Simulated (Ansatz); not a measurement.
# I (Fmmm) in Ansatz: notebook, part 2 of 3

Ansatz 0.2.0. Earlier steps stand in the parts before.

## Step 3: Relaxation of cell and atoms, PBEsol, target pressure 2 GPa, at which the enthalpy is minimised

The input, input.yaml:

```yaml
crystal:
  lattice:
    - [0.0, 2.3656004428, 3.9098401324]
    - [2.1922454667, 0.0, 3.9098401324]
    - [2.1922454667, 2.3656004428, 0.0]
  atoms:
    - { symbol: I, position: [0.0, 0.0, 0.0] }
hamiltonian:
  xc: pbesol
  pseudopotentials: { kind: paw }
kpoints:
  mp_grid: { grid: [9, 9, 9] }
scf:
  occupations: { method: fermi_dirac, width: 0.05 }
output:
  forces: true
  stress: true
  eigenvalues: true
relax:
  f_tol: 0.01
  max_steps: 40
  cell: { stress_tol: 0.05, p_target: 2.0 }
```

Potentials or basis: Ansatz PAW.

On the command line:

```
ansatz run input.yaml --threads 2 --pin off --max-ram 5632MiB --backend cpu --events-out ev --progress --plain --runs-dir out
```

Log:

```text
Warning: RAYON_NUM_THREADS=2 ignored (pool sized by the plan → 2); use --threads N
Engine: ansatz 0.2.0, x86_64-unknown-linux-gnu
Pseudopotentials: kind: paw
Pseudopotential: I, paw, valence charge 17, recommended cutoff 420 eV (normal), I.paw.azcp
Functional definition: PBEsol
  exchange = pbesol_x
  correlation = pbesol_c
Crystal: 1 atoms, lattice volume = 40.553 Å³
Basis set: ecut = 420 eV, 797 PW (Γ), exchange–correlation on 64×60×48 points (8 copies of the dense FFT grid, shifted against one another)
Bands: 13, of which v1, the nominal top of the filled ones, is band 9 counted from 1 (8 counted from 0)
Symmetry: 8 space group operations
Space group: Fmmm (ITA 69), of the structure as read, at distance tolerance 3.4e-5 Å
k-points: 125 of 729
Non-local potential: I, projectors of the file, l = 0: 2, l = 1: 2, l = 2: 2, l = 3: 2
PAW form: soft (Blöchl's): semilocal exchange-correlation on the pseudo side does not see the compensation charge
PAW frozen core: I, regenerated for the run's functional, and the local potential with it (the file was generated under x = pbe(κ = 0.804, μ = 0.2195149727645171), c = pbe(β = 0.06672455060314922))
PAW one-centre angular grid: I, 590 points (default); XC on 64 Gauss nodes
Initial density: superposition of atomic densities (neutral atoms: chi_scale 0, normalization atom), corrected by the library's trained network
Initial wavefunctions: pseudopotential atomic-orbital guess
Functional: x = pbesol(κ = 0.804, μ = 0.12345679012345678), c = pbesol(β = 0.046)
SCF iter   1: F=—  HF=-7432.191602 eV  |F-HF|=—  |Δ(HF+E_count)|=         —  Δρ=1.67e-3  dr2=8.38e-4  ethr=1.77e-3  ⟨swp⟩=6.1  Hψ=10915  notcnv=0
preconditioner: auto → LDOS  [metal: Δε(μ)=0.037 eV  Ē_g=13.139 eV  σ=0.050 eV  W_gap=0.18  n_scr=10 (ndim 8)  ℏωp=15.4 eV  f_vac=0.087  D(μ)=0.62/eV (n_scr^D=2)  β→1.0]
SCF iter   2: F=—  HF=-7432.191017 eV  |F-HF|=—  |Δ(HF+E_count)|=   5.85e-4  Δρ=4.37e-4  dr2=7.89e-5  ethr=4.93e-6  ⟨swp⟩=2.3  Hψ=3984  notcnv=0
SCF iter   3: F=—  HF=-7432.191010 eV  |F-HF|=—  |Δ(HF+E_count)|=   7.21e-6  Δρ=1.89e-4  dr2=1.12e-5  ethr=4.64e-7  ⟨swp⟩=2.0  Hψ=2593  notcnv=0
SCF iter   4: F=—  HF=-7432.191006 eV  |F-HF|=—  |Δ(HF+E_count)|=   4.41e-6  Δρ=3.16e-5  dr2=4.68e-7  ethr=6.56e-8  ⟨swp⟩=2.0  Hψ=2600  notcnv=0
iter 5 did not close the SCF: its close was put off for the readings that it lacked (scf_convergence_deferred on its scf_iter line)
SCF iter   5: F=-7432.191006 eV  HF=-7432.191006 eV  |F-HF|=4.71e-9  |Δ(HF+E_count)|=   3.19e-8  Δρ=7.47e-6  dr2=1.63e-8  ethr=2.75e-9  ⟨swp⟩=2.0  Hψ=2606  notcnv=0
[... 86 lines left out ...]
SCF 9 converged in 5 iterations: F = -7432.181104 eV  dr2 = 6.52e-12
relax step   9: F+E_penalty+E_count = -7432.18110361 eV  Δ(F+E_penalty+E_count) = +8.017e-4 eV  max|allowed force component| = 0.000e0 eV/Å  Δτ_max = 0.0000 Å  P = +1.987 GPa  Ω = 33.358 Å³  stress off target by 1.96e-2 GPa  SCF on the basis re-selected at this cell (its energy is not comparable with the rows above)  (5 SCF iters)
basis re-selected at this cell: Δ(F+E_penalty+E_count) = +8.017e-4 eV, ΔP = -0.013 GPa vs the last step (what re-selecting the basis moved, of the pressure what is left beyond the Pulay correction that the steps carried, after the strain that the cell walked since its last selection, with what the two solves' SCF thresholds leave and, on support functions, any second-order correction that the steps lacked; it is no measure of the basis error at this ecutwfc). The dense FFT grid was sized anew with the basis: this SCF ran on 30×30×24 points, the steps before it on 32×30×24, so part of this shift can come from that change (see relax.cell in the input reference). This SCF's stress stands 1.96e-2 GPa from its target on what of the cell is left free (relax.cell.stress_tol is 5.00e-2 GPa) and its largest allowed force component is 0.00e0 eV/Å (relax.f_tol is 1.00e-2 eV/Å): within both
SCF converged after 5 iterations
Free energy (F): -7432.181104 eV
Harris-Foulkes:  -7432.181104 eV  (|F-HF|=2.73e-12)
Internal energy: -7432.176137 eV  (E = F + TS)
E sigma→0 (E₀):  -7432.178620 eV
Entropy (-TS):   -0.004967 eV (-4.967 meV/atom)
Fermi energy:    8.514153 eV
--- Per-component energies (eV) ---
  E_band       = -348.951105
  E_kinetic    = 189.707530
  E_local      = -1749.834716  (includes V_loc(G=0)·N_el)
  E_nonlocal   = -90.370348
  E_hartree    = 921.821497
  E_xc         = -127.531820
  E_vxc        = -128.856604  (∫ρ·V_xc dr)
  E_paw        = -4734.415995  (= ΣΔE_a)
  E_vpaw       = -413.239987  (= ΣTr[D̂ρ^β])
  E_aug_tail   = 0.000013  (compensation charges beyond the density's cutoff)
  E_ewald      = -1841.964440
  E_core_change = 0.412142  (= ΣΔE_core)
  E_smearing   = -0.004967  (= −TS)
  E_closure    = -0.000000  (closes the sum)
  Σ components = -7432.181104   (vs F -7432.181104, Δ=0.00e0)
--- Forces (eV/Å), atoms counted from 1 ---
  atom   1  I      0.00000000     0.00000000     0.00000000
  max |Σ_I F_I| component: 9.47e-30 eV/Å
--- Stress (GPa, compression-positive) ---
        1.997454      -0.000000      -0.000000
       -0.000000       1.982690      -0.000000
       -0.000000      -0.000000       1.980391
  P = ⅓ Tr σ = 1.9868 GPa (19.868 kbar)
--- Band table (eV; the first three rows and the last of 125) ---
  k-point 0: bands = ["-37.0072", "-36.9723", "-36.7793", "-36.7783", "-36.7279", "-6.1771", "7.2254", "9.6825", "9.6911", "13.6759", "16.1854", "17.3415", "20.3775"]
  k-point 1: bands = ["-37.0039", "-36.9733", "-36.7801", "-36.7785", "-36.7266", "-6.0137", "7.0841", "8.4340", "9.7740", "14.1377", "16.6644", "17.8713", "18.4996"]
  k-point 2: bands = ["-36.9957", "-36.9759", "-36.7825", "-36.7783", "-36.7232", "-5.5509", "5.9853", "7.0222", "10.0093", "14.5441", "16.7850", "17.0761", "21.1516"]
  k-point 124: bands = ["-37.0041", "-36.9732", "-36.7791", "-36.7776", "-36.7259", "-5.3481", "3.4210", "7.7889", "9.2073", "15.3139", "16.7818", "21.1015", "24.7974"]
--- Relaxed structure (8 steps of the walk, 8 accepted, 1 SCFs on fresh bases) ---
  F+E_penalty+E_count = -7432.18110361 eV   max|allowed force component| = 0.000e0 eV/Å   (the final SCF, on the basis selected at the relaxed cell)
  cell:  # Å, volume = 33.3576 Å³
    - [-6.483649293864555e-34, 2.21989233071735, 3.3923626267636546]
    - [2.214782386432454, -4.209423797329844e-17, 3.3923626267636546]
    - [2.214782386432454, 2.21989233071735, -2.5468598361293812e-17]
  atoms:
    - { symbol: I, position: [0.0, 0.0, 0.0] }
```

Wall time 6.3 s (2 threads of AMD EPYC 9R45 (Zen 5), shared host); peak memory 0.44 GiB.

Results:

- Free energy: -7432.1811 eV
- Relaxed volume: 33.36 Å³/atom
- Relaxed cell: a = 4.054 Å, b = 4.051 Å, c = 3.136 Å, α = 67.29°, β = 67.19°, γ = 45.52°
- Space group after relaxing (to 0.05 Å): I4/mmm (No. 139)
- Energy change on relaxing (the enthalpy is what falls): +9.9 meV/atom
- Ionic steps: 9
- Pressure after relaxing: 2.0 GPa
- Band gap on the k mesh: none (metal or under the smearing width)

The path:
```
step  energy change (eV)  largest force (eV/Å)  volume (Å³)
   1              0.0000                0.0000        40.55
   2             -0.0037                0.0000        36.18
   3              0.0060                0.0000        34.09
   4              0.0153                0.0000        33.06
   5              0.0115                0.0000        33.26
   6              0.0083                0.0000        33.43
   7              0.0090                0.0000        33.36
   8              0.0091                0.0000        33.36
   9              0.0099                0.0000        33.36
```

Final structure:
```
I
1.0
     0.00000    2.21989    3.39236
     2.21478    0.00000    3.39236
     2.21478    2.21989    0.00000
I
1
Direct
  0.00000 0.00000 0.00000
```

Caveat: the volume moved by over 15 % at a fixed basis, so the end points are rough; the plane-wave basis is chosen anew once the cell has moved, so the energies of steps on either side of that aren't comparable; an odd number of electrons without spin polarisation forces a metal; a magnetic or distorted state may lie lower; the PAW data sets come from PBE, with cores solved anew for the run's functional, which leaves a small shift of forces and pressure. Spin-orbit coupling is left out, which matters for the levels of I.

## Step 4: Relaxation of cell and atoms, PBEsol, target pressure 5 GPa, at which the enthalpy is minimised

Edit input.yaml of step 3 so:

```diff
@@ -21,2 +21,2 @@
   max_steps: 40
-  cell: { stress_tol: 0.05, p_target: 2.0 }
+  cell: { stress_tol: 0.05, p_target: 5.0 }
```

On the command line:

```
ansatz run input.yaml --threads 2 --pin off --max-ram 5632MiB --backend cpu --events-out ev --progress --plain --runs-dir out
```

Wall time 6.6 s (2 threads of AMD EPYC 9R45 (Zen 5), shared host); peak memory 0.43 GiB.

Results (log left out):

| Property | Result |
| --- | --- |
| Free energy | -7432.1237 eV |
| Relaxed volume | 30.60 Å³/atom |
| Relaxed cell | a = 3.874 Å, b = 3.873 Å, c = 3.094 Å, α = 66.48°, β = 66.44°, γ = 47.08° |
| Space group after relaxing (to 0.05 Å) | I4/mmm (No. 139) |
| Energy change on relaxing (the enthalpy is what falls) | +67.3 meV/atom |
| Ionic steps | 8 |
| Pressure after relaxing | 5.0 GPa |
| Band gap on the k mesh | none (metal or under the smearing width) |

Step by step:
| step | energy change (eV) | largest force (eV/Å) | volume (Å³) |
| --- | --- | --- | --- |
| 1 | 0.0000 | 0.0000 | 40.55 |
| 2 | 0.0037 | 0.0000 | 35.76 |
| 3 | 0.0258 | 0.0000 | 33.35 |
| 4 | 0.0450 | 0.0000 | 31.68 |
| 5 | 0.0729 | 0.0000 | 30.39 |
| 6 | 0.0635 | 0.0000 | 30.69 |
| 7 | 0.0663 | 0.0000 | 30.60 |
| 8 | 0.0673 | 0.0000 | 30.60 |

Final structure:
```
I
1.0
     0.00000    2.18875    3.19618
     2.18675    0.00000    3.19618
     2.18675    2.18875    0.00000
I
1
Direct
  0.00000 0.00000 0.00000
```

Levels at points of the mesh, in eV from the Fermi level:
| k point | band 6 | band 7 | band 8 | band 9 | band 10 | band 11 | band 12 | band 13 |
| --- | --- | --- | --- | --- | --- | --- | --- | --- |
| (0.00, 0.00, 0.00) | -15.19 | -0.92 | 1.32 | 1.32 | 5.70 | 7.74 | 9.19 | 11.68 |

Caveat: the volume moved by over 15 % at a fixed basis, so the end points are rough; the plane-wave basis is chosen anew once the cell has moved, so the energies of steps on either side of that aren't comparable; an odd number of electrons without spin polarisation forces a metal; a magnetic or distorted state may lie lower; the PAW data sets come from PBE, with cores solved anew for the run's functional, which leaves a small shift of forces and pressure. Spin-orbit coupling is left out, which matters for the levels of I.

(Part 2 of 3 ends here.)
